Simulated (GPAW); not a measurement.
# ZnS (Wurtzite-2H) (P6_3mc) in GPAW: settings compared, part 2 of 2

GPAW 26.7.0.

**5. Dielectric tensor, PBE**

run.py reads:

```python
import numpy as np
from ase import Atoms
from ase.dft.bandgap import bandgap
from ase.io import write
from gpaw import GPAW, PW
from gpaw.response.df import DielectricFunction

atoms = Atoms(['Zn', 'Zn', 'S', 'S'],
              cell=[[3.811, 0.0, 0.0],
                    [-1.9055, 3.3004228138, 0.0],
                    [0.0, 0.0, 6.234]],
              scaled_positions=[[0.6666666667, 0.3333333333, 0.5],
                                [0.3333333333, 0.6666666667, 0.0],
                                [0.6666666667, 0.3333333333, 0.885],
                                [0.3333333333, 0.6666666667, 0.385]],
              pbc=True)

calc = GPAW(mode=PW(400),
            xc='PBE',
            kpts={'size': (7, 7, 4), 'gamma': True},
            occupations={'name': 'fermi-dirac', 'width': 0.001},
            setups={'S': 'v3'},
            nbands=-13,
            convergence={'density': 1e-06},
            maxiter=150,
            txt='gpaw.txt')
atoms.calc = calc
energy = atoms.get_potential_energy()
calc.write('gs.gpw')
write('result.traj', atoms)
print(f'Energy: {energy:.6f} eV')
print('Fermi level:', round(calc.get_fermi_level(), 4), 'eV')
print(f'Gap: {bandgap(calc)[0]:.4f} eV, direct: {bandgap(calc, direct=True)[0]:.4f} eV')

for size in [(13, 13, 7), (18, 18, 10)]:
    name = 'x'.join(str(n) for n in size)
    dense = calc.fixed_density(kpts={'size': size, 'gamma': True},
                               nbands=56, convergence={'bands': 50},
                               update_fermi_level=True, txt=f'dense-{name}.txt')
    dense.write(f'{name}.gpw', mode='all')
    df = DielectricFunction(f'{name}.gpw', frequencies=np.array([0.0]), hilbert=False, eta=0.001,
                            ecut=60, nbands=50, intraband=False, txt=f'df-{name}.txt')
    for xc in ['RPA', 'LR0.3', 'ALDA_X']:
        for direction in ['x', 'y', 'z', [0, 1, 1], [1, 0, 1], [1, 1, 0]]:
            e0, e = df.get_macroscopic_dielectric_constant(xc=xc, direction=direction)
            print(f'{name} {xc} {direction}: {e0:.4f} without, {e:.4f} with local fields')
```

Potentials or basis: GPAW PAW data sets (gpaw-data 1.2.1), newer versions, pw.

On the command line:

```sh
> OMP_NUM_THREADS=1 python run.py
```

gpaw.txt:

```text
__  _  _
 | _ |_)|_||  |
 |__||  | ||/\| - 26.7.0

Input parameters:
  mode=PW(ecut=400.0),
  convergence={'density': 1e-06},
  kpts=MonkhorstPack(size=(7, 7, 4), gamma=True),
  maxiter=150,
  nbands=-13,
  occupations=Occupations(name='fermi-dirac', width=0.001),
  setups={'S': 'v3'},
  xc=XC(name='PBE')

Diagonalizing LCAO Hamiltonian
Converting LCAO to pw mode

            S

            Zn
        S

        Zn

Atoms  # Å, Bohr magnetons
|   | symbol |         x |        y |        z |    initial magnetic moments |
|---|--------|-----------|----------|----------|-----------------------------|
| 0 |     Zn |  1.905500 | 1.100141 | 3.117000 | ( 0.0000,  0.0000,  0.0000) |
| 1 |     Zn | -0.000000 | 2.200282 | 0.000000 | ( 0.0000,  0.0000,  0.0000) |
| 2 |      S |  1.905500 | 1.100141 | 5.517090 | ( 0.0000,  0.0000,  0.0000) |
| 3 |      S | -0.000000 | 2.200282 | 2.400090 | ( 0.0000,  0.0000,  0.0000) |

Unit cell  # Å
| periodic |         x |        y |        z |  lengths |     angles |
|----------|-----------|----------|----------|----------|------------|
|      yes |  3.811000 | 0.000000 | 0.000000 | 3.811000 |  90.000000 |
|      yes | -1.905500 | 3.300423 | 0.000000 | 3.811000 |  90.000000 |
|      yes |  0.000000 | 0.000000 | 6.234000 | 6.234000 | 120.000000 |

Number of symmetries: 6
Symmetry operations  # r_c * U_cc + t_c -> r_c
|   | kind |            matrix            |
|---|------|------------------------------|
| 0 |  σ   |  1, 1, 0,  0,-1, 0,  0, 0, 1 |
| 1 |  E   |  1, 0, 0,  0, 1, 0,  0, 0, 1 |
| 2 |  C3  |  0, 1, 0, -1,-1, 0,  0, 0, 1 |
| 3 |  σ   |  0,-1, 0, -1, 0, 0,  0, 0, 1 |
| 4 |  σ   | -1, 0, 0,  1, 1, 0,  0, 0, 1 |
| 5 |  C3  | -1,-1, 0,  1, 0, 0,  0, 0, 1 |

BZ-sampling:
  Number of BZ points: 196
  Number of IBZ points: 28

  Monkhorst-Pack size: [7, 7, 4]
  Monkhorst-Pack shift: [0.0, 0.0, 0.125]

K-points  # in reciprocal-cell coordinates
|     |                                coordinates |     weight |
|-----|--------------------------------------------|------------|
|   0 | (  0.00000000,   0.00000000,   0.00000000) | 0.00510204 |
|   1 | (  0.00000000,   0.00000000,   0.25000000) | 0.01020408 |
|   2 | (  0.00000000,   0.00000000,   0.50000000) | 0.00510204 |
|   3 | (  0.14285714,   0.00000000,  -0.25000000) | 0.03061224 |
|   4 | (  0.14285714,   0.00000000,   0.00000000) | 0.03061224 |
|   5 | (  0.14285714,   0.00000000,   0.25000000) | 0.03061224 |
|   6 | (  0.14285714,   0.00000000,   0.50000000) | 0.03061224 |
|   7 | (  0.28571429,  -0.14285714,   0.00000000) | 0.03061224 |
|   8 | (  0.28571429,  -0.14285714,   0.25000000) | 0.06122449 |
|   9 | (  0.28571429,  -0.14285714,   0.50000000) | 0.03061224 |
| ... |                                            |            |
|  27 | (  0.42857143,   0.42857143,   0.50000000) | 0.03061224 |

Plane wave coefficients: 1448
Cutoff: 400.0 eV

Spin-components: 1 (collinear spins)
Bands:           31
Projectors:      22
Spin-degeneracy: 2
Datatype:        complex128

Density:
  Valence electrons: 36.0
  Components: 1
  Grid points: [18 18 30]
  Charge: 0.0  # |e|

Potential:
  Grid points: [18 18 30]

species:
  Zn:
    name:    Zinc
    Z:       30.0
    valence: 12
    core:    18
    charge:  0.0  # [|e|]
    compensation charges:
      type: gauss
      rc: 0.37  # [Å]
      lmax: 2
    cutoffs:
      filter: 2.14  # [Å]
      core: 2.28  # [Å]
    projectors
    | kind |    occ | energy [eV] | rcut [Å] |
    |------|--------|-------------|----------|
    |   4s |  2.000 |      -5.977 |    1.286 |
    |   4p |  0.000 |      -1.117 |    1.270 |
    |   3d | 10.000 |     -10.142 |    1.180 |
    |    s |        |      21.234 |    1.286 |
    |    p |        |      26.095 |    1.270 |
    |    d |        |      17.070 |    1.180 |

    Using partial waves for Zn as LCAO basis

  S:
    name:    Sulfur
    Z:       16.0
    valence: 6
    core:    10
    charge:  0.0  # [|e|]
    compensation charges:
      type: gauss
      rc: 0.26  # [Å]
      lmax: 2
    cutoffs:
      filter: 2.13  # [Å]
      core: 1.67  # [Å]
    projectors
    | kind |    occ | energy [eV] | rcut [Å] |
    |------|--------|-------------|----------|
    |   3s |  2.000 |     -17.256 |    1.217 |
    |   3p |  4.000 |      -7.009 |    0.953 |
    |    s |        |       9.955 |    1.217 |
    |    p |        |      20.203 |    0.953 |
    |    d |        |       0.000 |    0.847 |

    Using partial waves for S as LCAO basis

Reference energy: -119439.695635  # eV

eigensolver:
  PPCG
  Converge bands: occupied
  niter=2

density mixing:
  MSR1-Mixer
  Pratt-step length: 0.05
  Maximum mixing coefficient: 0.75
  Old densities: 10
  SVD Regularization: 0.005
  Good broyden scale: 1.0
  Trust region scale: 1.0
  Backstep threshold: 4.0
  History deletion threshold: 6.0
  Fourier metric: weight=20.0, sigma=0.015

occupation numbers:
  Fermi-Dirac:
    width: 0.0010  # eV

poisson solver:
  ecut: 3200.0  # eV

xc functional:
  name: PBE with 2 nearest neighbor stencil

convergence criteria:
- Maximum integral of absolute [dens]ity change: 1e-06 electrons / valence electron
- Maximum [total energy] change in last 3 cyles: 0.0005 eV / valence electron
- Maximum integral of absolute [eigenst]ate change: 4e-08 eV^2 / valence electron
maximum number of iterations: 150

SCF iterations
|iter     | |      energy | eigst |  dens |
|---------|-|-------------|-------|-------|
|iter:   1| |  -14.404847 | -0.04 |       |
|iter:   2| |  -14.243637 | -1.43 | -1.18 |
|iter:   3| |  -13.665820 | -1.39 | -1.23 |
|iter:   4| |  -13.665499 | -2.59 | -1.78 |
|iter:   5| |  -13.667869c| -3.82 | -2.23 |
|iter:   6| |  -13.667814c| -4.52 | -3.11 |
|iter:   7| |  -13.667846c| -5.38 | -3.54 |
|iter:   8| |  -13.667855c| -6.29 | -3.88 |
|iter:   9| |  -13.667855c| -7.95c| -4.89 |
|iter:  10| |  -13.667855c| -8.86c| -5.19 |
|iter:  11| |  -13.667855c| -8.56c| -5.64 |
|iter:  12| |  -13.667855c| -9.46c| -6.43c|

Converged in 12 steps
Energy contributions relative to reference atoms: (reference = -119439.695635)

Energy contributions:
  Kinetic:          24.623105
  Coulomb:         -20.624673
  Zero:             -0.049402
  External:          0.000000
  Xc:              -17.616886
  Entropy:          -0.000000
  Spinorbit:         0.000000
  ----------------------------
  Free energy:     -13.667855
  Extrapolated:    -13.667855

dipole moment: (0.000001, 0.000001, -7.434084)  # |e|*Ang

Fermi level: 4.576
Eigenvalues  # (at kpt = [0.000, 0.000, 0.000])
| band index |      eig [eV] | occ [0-2] |
|------------|---------------|-----------|
|          0 |        -9.406 |     2.000 |
|        ... |               |           |
|         10 |        -1.999 |     2.000 |
|         11 |        -1.841 |     2.000 |
|         12 |        -1.375 |     2.000 |
|         13 |         2.927 |     2.000 |
|         14 |         2.927 |     2.000 |
|         15 |         3.773 |     2.000 |
[... 8 lines left out ...]
|         24 |        11.367 |     0.000 |
|         25 |        13.080 |     0.000 |
|        ... |               |           |
|         30 |        16.064 |     0.000 |

Gap: 2.243 eV
Transition (v -> c):
  (s=0, k=0, n=17, [0.00, 0.00, 0.00]) -> (s=0, k=0, n=18, [0.00, 0.00, 0.00])
No difference between direct/indirect transitions
# Writing to gs.gpw (mode='')
```

Run time: 25 min. Hardware: 1 thread of Arm Neoverse V1, shared host; peak memory 2.5 GiB.

Results:

```yaml
Free_energy: -13.6679 eV
Band_gap_on_the_k_mesh: 2.24 eV, direct
Electronic_dielectric_tensor_diagonal: 5.48, 5.48, 5.56
```

Electronic dielectric tensor:
```
5.48 0.00 0.00
0.00 5.48 0.00
0.00 0.00 5.56
```

Caveat: the long-wavelength limit can be off by several per cent where d states take part.

**6. Summary**

| task | level | potentials or basis | k mesh | cutoff (eV) | smearing | band path | band points | eigensolver | response ecut | response k mesh | gap on the mesh (eV) | pressure (GPa) | largest force (eV/Å) |
| --- | --- | --- | --- | --- | --- | --- | --- | --- | --- | --- | --- | --- | --- |
| band structure | vdW-DF | GPAW PAW data sets (gpaw-data 1.2.1), pw | 6 × 6 × 3 | 600 | fermi-dirac 0.05 eV | GMKGALHA,LM,KH | 80 | - | - | - | 2.45 | - | 0.36 |
| band structure | BLYP | PAW data sets generated in the run's folder for this functional, pw | 6 × 6 × 3 | 600 | fermi-dirac 0.05 eV | GMKGALHA,LM,KH | 80 | davidson | - | - | 2.23 | 5.6 | 0.33 |
| band structure | mBEEF | GPAW PAW data sets (gpaw-data 1.2.1), pw | 6 × 6 × 3 | 600 | fermi-dirac 0.05 eV | GMKGALHA,LM,KH | 100 | - | - | - | 3.08 | 1.6 | 0.33 |
| dielectric tensor | PBE | GPAW PAW data sets (gpaw-data 1.2.1), newer versions, pw | 7 × 7 × 4 | 400 | fermi-dirac 0.001 eV | - | - | - | 60 eV | 18 × 18 × 10 | 2.24 | - | - |

Alike in all rows: no spin polarisation; cell as given.

Caveats: the PAW data sets were made with another functional, which shifts forces and pressure a little (some runs); the long-wavelength limit can be off by several per cent where d states take part (some runs).

Absolute energies hang on the potentials; compare differences alone.

**7. Comparison with measurements**

Step 2. Against the measured gap of ZnS, 3.911 eV (direct; 4 K; a printed reference work, monograph), the calculated 2.45 eV is off by -1.46 eV. The value is that of vdW-DF, without temperature or zero-point motion.

Step 3. A measured gap of ZnS is 3.911 eV (direct; 4 K; a printed reference work, monograph); the calculated 2.23 eV misses it by -1.69 eV. The value is that of BLYP, without temperature or zero-point motion. Semilocal functionals fall short of measured gaps as a rule.

Step 4. Measured gap of ZnS: 3.911 eV (direct; 4 K; a printed reference work, monograph). This calculation gives 3.08 eV (-0.83 eV). The value is that of mBEEF, without temperature or zero-point motion.

Step 5. The gap isn't set beside the deposited one, since this odd mesh misses points on the zone boundary.
